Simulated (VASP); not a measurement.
# MgO (P6_3mc) in VASP: notebook

Runs on MgO. Level: PBE. Tasks: single point.

All numbers are computed with VASP 6.6.1; they aren't measurements. Logs are shortened: lines on timing, memory, paths and dates and some standing lists are left out, and cuts for length are marked.

## Step 1: Starting point

The structure is hexagonal, space group P6_3mc (No. 186). Conventional cell: a = 3.308 Å, b = 3.308 Å, c = 4.983 Å, α = 90.00°, β = 90.00°, γ = 120.00°. Mg (site symmetry 3m) has 4 O at 1.97 to 1.99 Å as nearest neighbours. O (site symmetry 3m) is surrounded by 4 Mg at 1.97 to 1.99 Å.

Measurements of this composition are mostly on another form, of space group No. 225.

## Step 2: Single point, PBE

The input, INCAR:

```
ALGO     = Normal         # electronic algorithm
EDIFF    = 1E-6           # SCF threshold, eV
ENCUT    = 520            # plane-wave cutoff, eV
GGA      = PE             # functional
ISIF     = 2              # what is computed and relaxed
ISMEAR   = 0              # smearing method
LASPH    = True           # aspherical terms in the spheres
LCHARG   = False          # write CHGCAR
LREAL    = False          # projectors in reciprocal space
LWAVE    = False          # write WAVECAR
NBANDS   = 16             # bands
NELM     = 100            # most SCF steps
PREC     = Accurate       # precision mode
SIGMA    = 0.05           # smearing width, eV
```

The input, KPOINTS:

```
k-points
0
Gamma
  9 9 6
```

The input, POSCAR:

```
MgO
1.0
    3.3077869865      0.0000000000      0.0000000000
   -1.6538934933      2.8646275606      0.0000000000
    0.0000000000      0.0000000000      4.9828816700
Mg O
2 2
Direct
    0.3333333333      0.6666666667      0.0021597400
    0.6666666667      0.3333333333      0.5021597400
    0.3333333333      0.6666666667      0.4024402600
    0.6666666667      0.3333333333      0.9024402600
```

Potentials or basis: VASP PAW PBE potentials, release 64 (Mg, O).

Command:

```console
cat potpaw_PBE.64/Mg/POTCAR potpaw_PBE.64/O/POTCAR > POTCAR
mpirun -np 1 vasp_std > vasp.out
```

OUTCAR:

```text
EDIFF = 1E-6
   ENCUT = 520
   GGA = PE
   ISIF = 2
   ISMEAR = 0
   LASPH = True
   LREAL = False
   NELM = 100
   PREC = Accurate

 ion  position               nearest neighbor table
   1  0.333  0.667  0.002-   4 1.97   4 1.97   4 1.97   3 1.99   2 3.14   2 3.14   2 3.14   2 3.14
                             2 3.14   2 3.14
   2  0.667  0.333  0.502-   3 1.97   3 1.97   3 1.97   4 1.99   1 3.14   1 3.14   1 3.14   1 3.14
                             1 3.14   1 3.14
   3  0.333  0.667  0.402-   2 1.97   2 1.97   2 1.97   1 1.99
   4  0.667  0.333  0.902-   1 1.97   1 1.97   1 1.97   2 1.99

  LATTYP: Found a hexagonal cell.
 ALAT       =     3.3077869865
 C/A-ratio  =     1.5064094787

  Lattice vectors:

 A1 = (   3.3077869865,   0.0000000000,   0.0000000000)
 A2 = (  -1.6538934933,   2.8646275606,   0.0000000000)
 A3 = (   0.0000000000,   0.0000000000,   4.9828816700)

Analysis of symmetry for initial positions (statically):
=====================================================================
 Subroutine PRICEL returns:
 Original cell was already a primitive cell.

 Routine SETGRP: Setting up the symmetry group for a
 hexagonal supercell.

 Subroutine GETGRP returns: Found 12 space group operations
 (whereof  6 operations were pure point group operations)
 out of a pool of 24 trial point group operations.

The static configuration has the point symmetry C_3v.
 The point group associated with its full space group is C_6v.

Analysis of symmetry for dynamics (positions and initial velocities):
=====================================================================
 Subroutine PRICEL returns:
 Original cell was already a primitive cell.

 Routine SETGRP: Setting up the symmetry group for a
 hexagonal supercell.

 Subroutine GETGRP returns: Found 12 space group operations
 (whereof  6 operations were pure point group operations)
 out of a pool of 24 trial point group operations.

The dynamic configuration has the point symmetry C_3v.
 The point group associated with its full space group is C_6v.

 Subroutine INISYM returns: Found 12 space group operations
 (whereof  6 operations are pure point group operations),
 and found     1 'primitive' translations

----------------------------------------------------------------------------------------

                                     Primitive cell

  volume of cell :      47.2157

  direct lattice vectors                    reciprocal lattice vectors
     3.307786987  0.000000000  0.000000000     0.302316928  0.174542760  0.000000000
    -1.653893493  2.864627561  0.000000000     0.000000000  0.349085519  0.000000000
     0.000000000  0.000000000  4.982881670     0.000000000  0.000000000  0.200687086

  length of vectors
     3.307786987  3.307786987  4.982881670     0.349085519  0.349085519  0.200687086

  position of ions in fractional coordinates (direct lattice)
     0.333333333  0.666666667  0.002159740
     0.666666667  0.333333333  0.502159740
     0.333333333  0.666666667  0.402440260
     0.666666667  0.333333333  0.902440260

  ion indices of the primitive-cell ions
   primitive index   ion index
                 1           1
                 2           2
                 3           3
                 4           4

----------------------------------------------------------------------------------------

 KPOINTS: k-points

Automatic generation of k-mesh.
 Grid dimensions read from file:
 generate k-points for:    9    9    6

 Generating k-lattice:

  Cartesian coordinates                     Fractional coordinates (reciprocal lattice)
     0.033590770  0.019393640  0.000000000     0.111111111 -0.000000000  0.000000000
     0.000000000  0.038787280  0.000000000     0.000000000  0.111111111  0.000000000
     0.000000000  0.000000000  0.033447848     0.000000000  0.000000000  0.166666667

  Length of vectors
     0.038787280  0.038787280  0.033447848

  Shift w.r.t. Gamma in fractional coordinates (k-lattice)
     0.000000000  0.000000000  0.000000000

 Subroutine IBZKPT returns following result:
 ===========================================

 Found     48 irreducible k-points:

 Following reciprocal coordinates:
            Coordinates               Weight
  0.000000  0.000000  0.000000      1.000000
  0.111111  0.000000  0.000000      6.000000
  0.222222  0.000000  0.000000      6.000000
  0.333333  0.000000  0.000000      6.000000
  0.444444  0.000000  0.000000      6.000000
  0.111111  0.111111  0.000000      6.000000
[... 16 lines left out ...]
  0.333333  0.222222  0.166667     24.000000
  0.333333  0.333333  0.166667      4.000000
 [... further k-points ...]
   k-points           NKPTS =     48   k-points in BZ     NKDIM =     48   number of bands    NBANDS=     16
   number of dos      NEDOS =    301   number of ions     NIONS =      4
   total plane-waves  NPLWV =  31360
   dimension x,y,z NGX =    28 NGY =   28 NGZ =   40
   dimension x,y,z NGXF=    56 NGYF=   56 NGZF=   80
   ions per type =               2   2
   NGX,Y,Z   is equivalent  to a cutoff of  14.07, 14.07, 13.35 a.u.
   NGXF,Y,Z  is equivalent  to a cutoff of  28.15, 28.15, 26.69 a.u.
 SYSTEM =  unknown system
   PREC   = accura    normal or accurate (medium, high low for compatibility)
   ISTART =      0    job   : 0-new  1-cont  2-samecut
   ICHARG =      2    charge: 1-file 2-atom 10-const
   ISPIN  =      1    spin polarized calculation?
   LNONCOLLINEAR =      F non collinear calculations
   LSORBIT =      F    spin-orbit coupling
   LASPH  =      T    aspherical Exc in radial PAW
   ENCUT  =  520.0 eV  38.22 Ry    6.18 a.u.   6.15  6.15  9.26*2*pi/ulx,y,z
   NELM   =    100;   NELMIN=  2; NELMDL= -5     # of ELM steps
   EDIFF  = 0.1E-05   stopping-criterion for ELM
   LREAL  =      F    real-space projection
   EDIFFG = 0.1E-04   stopping-criterion for IOM
   NSW    =      0    number of steps for IOM
   IBRION =     -1    ionic relax: 0-MD 1-quasi-New 2-CG
   NFREE  =      0    steps in history (QN), initial steepest desc. (CG)
   ISIF   =      2    stress and relaxation
   ISYM   =      2    0-nonsym 1-usesym 2-fastsym
   POTIM  = 0.5000    time-step for ionic-motion
   TEBEG  =    0.0;   TEEND  =   0.0 temperature during run
   PSTRESS=    0.0 pullay stress
   NELECT =      16.0000    total number of electrons
   NUPDOWN=      -1.0000    fix difference up-down
   EMIN   =  10.00;   EMAX   =-10.00  energy-range for DOS
   EFERMI =   0.00;   METHOD = LEGACY
   ISMEAR =     0;   SIGMA  =   0.05  broadening in eV -4-tet -1-fermi 0-gaus
   EFERMI_NEDOS =   21; number of points for ismear=-14 and -15
   IALGO  =     38    algorithm
   IMIX   =      4    mixing-type and parameters
     AMIX     =   0.40;   BMIX     =  1.00
     AMIX_MAG =   1.60;   BMIX_MAG =  1.00
  volume/ion in A,a.u.               =      11.80        79.66
  Fermi-wavevector in a.u.,A,eV,Ry     =   1.141351  2.156842 17.724080  1.302683
  Thomas-Fermi vector in A             =   2.278052
   LORBIT       =      0    0 simple, 1 ext, 2 COOP (PROOUT), +10 PAW based schemes
   GGA     = PE    functional components
   LHFCALC =     F    Hartree Fock is set to
   AEXX    =    0.0000 exact exchange contribution
   IVDW    =     0    specifies the selected vdW correction
   LEPSILON=     F    determine dielectric tensor
   LRPA    =     F    only Hartree local field effects (RPA)
 non-spin polarized calculation
 Gauss-broadening in eV      SIGMA  =   0.05
  energy-cutoff  :      520.00
  volume of cell :       47.22
 maximum number of plane-waves:      1303
 NGX is ok and might be reduce to    28
   NGX = 13   NGY = 13   NGZ = 19

 number of electron      15.9999997 magnetization

 Free energy of the ion-electron system (eV)
  ---------------------------------------------------
  ext. energy  EPLUGINS =         0.00000000
  ---------------------------------------------------
  free energy    TOTEN  =       -23.52007444 eV

  energy without entropy =      -23.52007444  energy(sigma->0) =      -23.52007444

 E-fermi :   1.4128     XC(G=0):  -9.7438

 val. band max:        1.1583233922   @ k =   0.0000   0.0000   0.0000
 cond. band min:       4.6209292927   @ k =   0.0000   0.0000   0.0000
 fundamental gap:      3.4626059006
 Fermi energy:         1.4127856356

 k-point     1 :       0.0000    0.0000    0.0000
  band No.  band energies     occupation
      1     -15.1160      2.00000
      2     -14.3050      2.00000
      3      -2.1259      2.00000
      4       0.3693      2.00000
      5       0.3693      2.00000
      6       0.7109      2.00000
[... 8 lines left out ...]
     15      17.5972      0.00000
     16      17.5972      0.00000

 k-point     2 :       0.1111    0.0000    0.0000
  band No.  band energies     occupation
      1     -15.0545      2.00000
      2     -14.2849      2.00000
      3      -2.0069      2.00000
      4       0.0695      2.00000
      5       0.2880      2.00000
      6       0.3448      2.00000
[... 8 lines left out ...]
     15      17.3003      0.00000
     16      17.5457      0.00000

 k-point     3 :       0.2222    0.0000    0.0000
  band No.  band energies     occupation
      1     -14.8897      2.00000
      2     -14.2401      2.00000
      3      -1.6714      2.00000
      4      -0.7206      2.00000
      5      -0.2111      2.00000
      6       0.1165      2.00000
[... 8 lines left out ...]
     15      16.2064      0.00000
     16      16.5755      0.00000
[... 362 lines left out ...]
 k-point    23 :       0.3333    0.2222    0.1667
  band No.  band energies     occupation
      1     -14.3996      2.00000
      2     -14.2438      2.00000
      3      -1.6965      2.00000
      4      -1.1715      2.00000
      5      -0.7470      2.00000
      6      -0.1012      2.00000
[... 8 lines left out ...]
     15      14.7240      0.00000
     16      17.5608      0.00000

 k-point    24 :       0.3333    0.3333    0.1667
  band No.  band energies     occupation
      1     -14.2995      2.00000
      2     -14.2995      2.00000
      3      -1.5427      2.00000
      4      -1.0562      2.00000
      5      -1.0562      2.00000
      6      -0.2632      2.00000
[... 8 lines left out ...]
     15      14.5983      0.00000
     16      18.4341      0.00000

 [... further k-points ...]

------------------------ aborting loop because EDIFF is reached ----------------------------------------

  FORCE on cell =-STRESS in cart. coord.  units (eV):
  Direction    XX          YY          ZZ          XY          YZ          ZX
  --------------------------------------------------------------------------------------
  -------------------------------------------------------------------------------------
  Total        0.8413692      0.8413692      0.9077448     -0.0000000      0.0000000     -0.0000000
  in kB       28.5503146     28.5503146     30.8026488     -0.0000000      0.0000000     -0.0000000
  external PRESSURE =      29.3010927 kB  Pullay stress =       0.0000000 kB

 VOLUME and BASIS-vectors are now :
 -----------------------------------------------------------------------------
  energy-cutoff  :      520.00
  volume of cell :       47.22
      direct lattice vectors                 reciprocal lattice vectors
     3.307786987  0.000000000  0.000000000     0.302316928  0.174542760  0.000000000
    -1.653893493  2.864627561  0.000000000     0.000000000  0.349085519  0.000000000
     0.000000000  0.000000000  4.982881670     0.000000000  0.000000000  0.200687086

 POSITION                                       TOTAL-FORCE (eV/Angst)
 -----------------------------------------------------------------------------------
     -0.00000      1.90975      0.01076        -0.000000      0.000000      0.007861
      1.65389      0.95488      2.50220         0.000000     -0.000000      0.007861
     -0.00000      1.90975      2.00531         0.000000      0.000000     -0.007861
      1.65389      0.95488      4.49675         0.000000     -0.000000     -0.007861
 -----------------------------------------------------------------------------------
    total drift:                               -0.000000     -0.000000      0.002106

  FREE ENERGIE OF THE ION-ELECTRON SYSTEM (eV)
  ---------------------------------------------------
  free  energy   TOTEN  =       -23.5200744435 eV

  energy  without entropy=      -23.5200744435  energy(sigma->0) =      -23.52007444
```

Run time: 20 s. Hardware: 1 thread of Intel Xeon Platinum 8488C (Sapphire Rapids), shared host; peak memory 0.19 GiB.

Results:

| Quantity | Value |
| --- | --- |
| Free energy | -23.5201 eV |
| Pressure | 2.9 GPa |
| Largest force | 0.008 eV/Å |
| Band gap on the k mesh | 3.46 eV, direct |

Forces on the atoms (eV/Å):
```
Mg   0.000  0.000  0.008
Mg   0.000  0.000  0.008
O    0.000  0.000 -0.008
O    0.000  0.000 -0.008
```

Caveat: an odd mesh through Γ misses points on the zone boundary, where band edges often lie.

## Step 3: Single point, PBE

The input, INCAR:

```
PREC = Accurate
ENCUT = 520
EDIFF = 1E-7
ISMEAR = 0
SIGMA = 0.05
LREAL = False
LASPH = True
NELM = 100
ALGO = Normal
ISIF = 2
LWAVE = False
LCHARG = False
GGA = PE
NBANDS = 16
```

The input, KPOINTS:

```
Automatic mesh
0
Gamma
  9 9 6
```

POSCAR is that of step 2.

Potentials or basis: VASP PAW PBE potentials, release 64 (Mg, O).

Command:

```console
cat potpaw_PBE.64/Mg/POTCAR potpaw_PBE.64/O/POTCAR > POTCAR
mpirun -np 1 vasp_std > vasp.out
```

Run time: 22 s. Hardware: 1 thread of Intel Xeon Platinum 8488C (Sapphire Rapids), shared host; peak memory 0.18 GiB.

The run converged. Its results:

| Property | Result |
| --- | --- |
| Free energy | -23.5201 eV |
| Pressure | 3.0 GPa |
| Largest force | 0.008 eV/Å |
| Band gap on the k mesh | 3.46 eV, direct |

Forces on the atoms (eV/Å):
```
Mg   0.000  0.000  0.008
Mg   0.000  0.000  0.008
O    0.000  0.000 -0.008
O    0.000  0.000 -0.008
```

Stress tensor (GPa, compression positive):
```
2.89 0.00 0.00
0.00 2.89 0.00
0.00 0.00 3.11
```

Levels at points of the mesh, in eV from the valence-band top:
| k point | band 5 | band 6 | band 7 | band 8 | band 9 | band 10 | band 11 | band 12 |
| --- | --- | --- | --- | --- | --- | --- | --- | --- |
| (0.00, 0.00, 0.00) | -0.79 | -0.45 | -0.45 | 0.00 | 3.46 | 8.51 | 10.34 | 14.08 |
| (0.00, 0.00, 0.50) | -0.62 | -0.62 | -0.62 | -0.62 | 5.98 | 5.98 | 13.22 | 13.22 |

Caveat: an odd mesh through Γ misses points on the zone boundary, where band edges often lie.
